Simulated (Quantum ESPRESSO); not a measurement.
# CaSe (Fm-3m) in Quantum ESPRESSO: settings compared, part 2 of 2

Quantum ESPRESSO 7.5. The steps go on from the part before.

## 3. Band structure, LDA

Input file pw.in:

```
&CONTROL
  calculation = 'scf'
  prefix = 'pwscf'
  outdir = './tmp'
  pseudo_dir = './pseudo'
  tprnfor = .true.
  tstress = .true.
  disk_io = 'low'
/
&SYSTEM
  ibrav = 0
  nat = 2
  ntyp = 2
  ecutwfc = 45
  ecutrho = 360
  nbnd = 14
  occupations = 'smearing'
  smearing = 'fd'
  degauss = 0.00367493
/
&ELECTRONS
  conv_thr = 4d-10
  electron_maxstep = 120
  mixing_beta = 0.5
/
ATOMIC_SPECIES
Se    78.9710 se_lda_v1.uspp.F.UPF
Ca    40.0780 ca_lda_v1.uspp.F.UPF
CELL_PARAMETERS angstrom
   0.0000000000    2.9560000000    2.9560000000
   2.9560000000    0.0000000000    2.9560000000
   2.9560000000    2.9560000000    0.0000000000
ATOMIC_POSITIONS crystal
Se     0.5000000000    0.5000000000    0.5000000000
Ca     0.0000000000    0.0000000000    0.0000000000
K_POINTS automatic
8 8 8 0 0 0
```

Input file bands.in:

```
&CONTROL
  calculation = 'bands'
  prefix = 'pwscf'
  outdir = './tmp'
  pseudo_dir = './pseudo'
  disk_io = 'low'
  verbosity = 'high'
/
&SYSTEM
  ibrav = 0
  nat = 2
  ntyp = 2
  ecutwfc = 45
  ecutrho = 360
  nbnd = 14
  occupations = 'smearing'
  smearing = 'fd'
  degauss = 0.00367493
/
&ELECTRONS
  conv_thr = 1d-08
  electron_maxstep = 120
  mixing_beta = 0.5
  diago_full_acc = .true.
  startingwfc = 'random'
/
ATOMIC_SPECIES
Se    78.9710 se_lda_v1.uspp.F.UPF
Ca    40.0780 ca_lda_v1.uspp.F.UPF
CELL_PARAMETERS angstrom
   0.0000000000    2.9560000000    2.9560000000
   2.9560000000    0.0000000000    2.9560000000
   2.9560000000    2.9560000000    0.0000000000
ATOMIC_POSITIONS crystal
Se     0.5000000000    0.5000000000    0.5000000000
Ca     0.0000000000    0.0000000000    0.0000000000
K_POINTS crystal
60
 0.0000000000  0.0000000000  0.0000000000 1
 0.0625000000  0.0000000000  0.0625000000 1
 0.1250000000  0.0000000000  0.1250000000 1
 0.1875000000  0.0000000000  0.1875000000 1
 0.2500000000  0.0000000000  0.2500000000 1
 0.3125000000  0.0000000000  0.3125000000 1
 0.3750000000  0.0000000000  0.3750000000 1
 0.4375000000  0.0000000000  0.4375000000 1
 0.5000000000  0.0000000000  0.5000000000 1
 0.5000000000  0.0625000000  0.5625000000 1
 0.5000000000  0.1250000000  0.6250000000 1
 0.5000000000  0.1875000000  0.6875000000 1
 0.5000000000  0.2500000000  0.7500000000 1
 0.4375000000  0.3125000000  0.7500000000 1
 0.3750000000  0.3750000000  0.7500000000 1
 0.3375000000  0.3375000000  0.6750000000 1
 0.3000000000  0.3000000000  0.6000000000 1
 0.2625000000  0.2625000000  0.5250000000 1
 0.2250000000  0.2250000000  0.4500000000 1
 0.1875000000  0.1875000000  0.3750000000 1
 0.1500000000  0.1500000000  0.3000000000 1
 0.1125000000  0.1125000000  0.2250000000 1
 0.0750000000  0.0750000000  0.1500000000 1
 0.0375000000  0.0375000000  0.0750000000 1
 0.0000000000  0.0000000000  0.0000000000 1
 0.0625000000  0.0625000000  0.0625000000 1
 0.1250000000  0.1250000000  0.1250000000 1
 0.1875000000  0.1875000000  0.1875000000 1
 0.2500000000  0.2500000000  0.2500000000 1
 0.3125000000  0.3125000000  0.3125000000 1
 0.3750000000  0.3750000000  0.3750000000 1
 0.4375000000  0.4375000000  0.4375000000 1
 0.5000000000  0.5000000000  0.5000000000 1
 0.5250000000  0.4500000000  0.5250000000 1
 0.5500000000  0.4000000000  0.5500000000 1
 0.5750000000  0.3500000000  0.5750000000 1
 0.6000000000  0.3000000000  0.6000000000 1
 0.6250000000  0.2500000000  0.6250000000 1
 0.5833333333  0.2500000000  0.6666666667 1
 0.5416666667  0.2500000000  0.7083333333 1
 0.5000000000  0.2500000000  0.7500000000 1
 0.5000000000  0.2857142857  0.7142857143 1
 0.5000000000  0.3214285714  0.6785714286 1
 0.5000000000  0.3571428571  0.6428571429 1
 0.5000000000  0.3928571429  0.6071428571 1
 0.5000000000  0.4285714286  0.5714285714 1
 0.5000000000  0.4642857143  0.5357142857 1
 0.5000000000  0.5000000000  0.5000000000 1
 0.4821428571  0.4821428571  0.5357142857 1
 0.4642857143  0.4642857143  0.5714285714 1
 0.4464285714  0.4464285714  0.6071428571 1
 0.4285714286  0.4285714286  0.6428571429 1
 0.4107142857  0.4107142857  0.6785714286 1
 0.3928571429  0.3928571429  0.7142857143 1
 0.3750000000  0.3750000000  0.7500000000 1
 0.6250000000  0.2500000000  0.6250000000 1
 0.5937500000  0.1875000000  0.5937500000 1
 0.5625000000  0.1250000000  0.5625000000 1
 0.5312500000  0.0625000000  0.5312500000 1
 0.5000000000  0.0000000000  0.5000000000 1
```

Potentials or basis: GBRV 1.5 LDA.

On the command line:

```
$ OMP_NUM_THREADS=1 mpirun -n 2 pw.x -nk 2 -in pw.in > pw.out
$ OMP_NUM_THREADS=1 mpirun -n 2 pw.x -nk 2 -in bands.in > bands.out
```

pw.out:

```text
This program is part of the open-source Quantum ESPRESSO suite
     for quantum simulation of materials; please cite
         "P. Giannozzi et al., J. Phys.:Condens. Matter 21 395502 (2009);
         "P. Giannozzi et al., J. Phys.:Condens. Matter 29 465901 (2017);
         "P. Giannozzi et al., J. Chem. Phys. 152 154105 (2020);
     in publications or presentations arising from this work. More details at

     Message from routine setup:
     using ibrav=0 with symmetry is DISCOURAGED, use correct ibrav instead

     K-points division:     npool     =       2
     Subspace diagonalization in iterative solution of the eigenvalue problem:
     a serial algorithm will be used

     G-vector sticks info
     --------------------
     sticks:   dense  smooth     PW     G-vecs:    dense   smooth      PW
     Sum        1531     769    241                39957    14211    2421

     Using Slab Decomposition

     bravais-lattice index     =            0
     lattice parameter (alat)  =       7.8998  a.u.
     unit-cell volume          =     348.6100 (a.u.)^3
     number of atoms/cell      =            2
     number of atomic types    =            2
     number of electrons       =        16.00
     number of Kohn-Sham states=           14
     kinetic-energy cutoff     =      45.0000  Ry
     charge density cutoff     =     360.0000  Ry
     scf convergence threshold =      4.0E-10
     mixing beta               =       0.5000
     number of iterations used =            8  plain     mixing
     Exchange-correlation= SLA  PZ   NOGX NOGC
                           (   1   1   0   0   0   0   0)

     celldm(1)=   7.899840  celldm(2)=   0.000000  celldm(3)=   0.000000
[... 153 lines left out ...]

     End of self-consistent calculation

          k = 0.0000 0.0000 0.0000 (  1807 PWs)   bands (ev):

   -33.5886 -14.8221 -14.8221 -14.8221  -6.1040   5.7685   5.7685   5.7685
     8.8602   9.3211   9.3211   9.3211   9.9313   9.9313
[... 93 lines left out ...]
   -33.5791 -14.8949 -14.8858 -14.8476  -5.4488   3.4816   3.6774   4.6367
     8.8937  11.3127  11.3414  11.3536  11.6186  12.1937

          k =-0.7071 0.0000 0.0000 (  1772 PWs)   bands (ev):

   -33.5789 -14.9100 -14.8573 -14.8573  -5.5280   3.2189   4.8240   4.8240
     7.6368  10.6073  10.7066  11.6700  11.6700  11.6747

          k = 0.3536 0.1768 0.0000 (  1779 PWs)   bands (ev):
[... 26 lines left out ...]
   -33.5796 -14.9012 -14.8771 -14.8453  -5.4339   3.2488   3.8757   4.4320
    10.1399  10.1841  11.0007  11.4489  11.9355  13.4864

          k =-0.7071 0.1768-0.0000 (  1774 PWs)   bands (ev):

   -33.5789 -14.9023 -14.8650 -14.8609  -5.4823   3.3519   4.3880   4.4076
     8.4478  10.7540  11.3055  11.4835  11.6728  11.9020

          k =-0.7071 0.3536 0.0000 (  1768 PWs)   bands (ev):

   -33.5788 -14.8836 -14.8836 -14.8645  -5.4357   3.7565   3.7565   4.0556
    10.0294  10.0294  10.8710  11.3850  11.6756  14.2608

     the Fermi energy is     6.6987 ev

!    total energy              =    -118.40419562 Ry
     estimated scf accuracy    <          4.7E-11 Ry
     smearing contrib. (-TS)   =      -0.00000000 Ry
     internal energy E=F+TS    =    -118.40419562 Ry

     The total energy is F=E-TS. E is the sum of the following terms:
     one-electron contribution =     -29.13028968 Ry
     hartree contribution      =      19.37900536 Ry
     xc contribution           =     -41.13544979 Ry
     ewald contribution        =     -67.51746150 Ry

     convergence has been achieved in   8 iterations

     Forces acting on atoms (cartesian axes, Ry/au):

     atom    1 type  1   force =     0.00000000   -0.00000000   -0.00000000
     atom    2 type  2   force =    -0.00000000    0.00000000    0.00000000

     Total force =     0.000000     Total SCF correction =     0.000000

     Computing stress (Cartesian axis) and pressure

          total   stress  (Ry/bohr**3)                   (kbar)     P=      -31.26
  -0.00021248   0.00000000  -0.00000000          -31.26        0.00       -0.00
   0.00000000  -0.00021248   0.00000000            0.00      -31.26        0.00
  -0.00000000   0.00000000  -0.00021248           -0.00        0.00      -31.26

=------------------------------------------------------------------------------=
   JOB DONE.
=------------------------------------------------------------------------------=
```

Wall time 23 s (2 MPI ranks of Intel Xeon 6975P-C (Granite Rapids), shared host); peak memory 0.26 GiB.

Results:

```yaml
Free_energy: -1610.9712 eV
Pressure: -3.1 GPa
Band_gap_on_the_k_mesh: 1.87 eV, indirect (least direct gap 2.81 eV)
Band_gap_along_the_path: 1.87 eV, indirect (least direct gap 2.81 eV)
```

Levels at the corners of the path, in eV from the valence-band top:
| point | band 5 | band 6 | band 7 | band 8 | band 9 | band 10 | band 11 | band 12 |
| --- | --- | --- | --- | --- | --- | --- | --- | --- |
| Γ | -11.87 | 0.00 | 0.00 | 0.00 | 3.09 | 3.55 | 3.55 | 3.55 |
| X | -11.30 | -2.55 | -0.94 | -0.94 | 1.87 | 4.84 | 4.94 | 5.90 |
| W | -11.20 | -2.01 | -2.01 | -1.71 | 4.26 | 4.26 | 5.10 | 5.62 |
| K | -11.22 | -2.29 | -2.09 | -1.13 | 3.13 | 5.54 | 5.57 | 5.59 |
| Γ | -11.87 | 0.00 | 0.00 | 0.00 | 3.09 | 3.55 | 3.55 | 3.55 |
| L | -11.17 | -3.35 | -1.23 | -1.23 | 4.37 | 5.33 | 5.36 | 5.36 |
| U | -11.22 | -2.29 | -2.09 | -1.13 | 3.13 | 5.54 | 5.57 | 5.59 |
| W | -11.20 | -2.01 | -2.01 | -1.71 | 4.26 | 4.26 | 5.10 | 5.62 |
| L | -11.17 | -3.35 | -1.23 | -1.23 | 4.37 | 5.33 | 5.36 | 5.36 |
| K | -11.22 | -2.29 | -2.09 | -1.13 | 3.13 | 5.54 | 5.57 | 5.59 |
| U | -11.22 | -2.29 | -2.09 | -1.13 | 3.13 | 5.54 | 5.57 | 5.59 |
| X | -11.30 | -2.55 | -0.94 | -0.94 | 1.87 | 4.84 | 4.94 | 5.90 |

## 4. The reference run

An earlier run on the cell as given: functional PBEsol; potentials or basis GBRV 1.5 PBEsol; cutoff 612 eV; density cutoff 4898 eV; k mesh 8 × 8 × 8; occupations fermi-dirac, width 0.05 eV; no spin polarisation.

- Pressure: -1.1 GPa
- Band gap on the k mesh: 1.93 eV, indirect (least direct gap 2.88 eV)

## 5. Overview

```tsv
task	level	potentials or basis	form of the LDA correlation	gap on the mesh (eV)	pressure (GPa)
band structure	PBEsol	GBRV 1.5 PBEsol	-	1.93	-1.1
band structure	LDA	GBRV 1.5 LDA	PZ81	1.87	-3.1
single point	PBEsol	GBRV 1.5 PBEsol	-	1.93	-1.1
```

Alike in all rows: no spin polarisation; cell as given; k mesh 8 × 8 × 8; cutoff (eV) 612; smearing fermi-dirac 0.05 eV.

Total energies depend on the potentials used, so only differences within one code and one set of settings carry meaning.

## 6. How close it comes

Step 2. Measured gap of CaSe: 3.85 eV (indirect; 2 K; a printed reference work, monograph, original work of 1988). This calculation gives 1.93 eV (-1.92 eV). Spin-orbit coupling on Se is left out. The value is that of PBEsol, without temperature or zero-point motion. Semilocal functionals fall short of measured gaps as a rule.

Step 3. Measured gap of CaSe: 3.85 eV (indirect; 2 K; a printed reference work, monograph, original work of 1988). This calculation gives 1.87 eV (-1.98 eV). So large a miss can be the level of theory's own, or it may mean another phase, state or a wrong row. Spin-orbit coupling on Se is left out. The value is that of LDA, without temperature or zero-point motion. Semilocal functionals fall short of measured gaps as a rule.
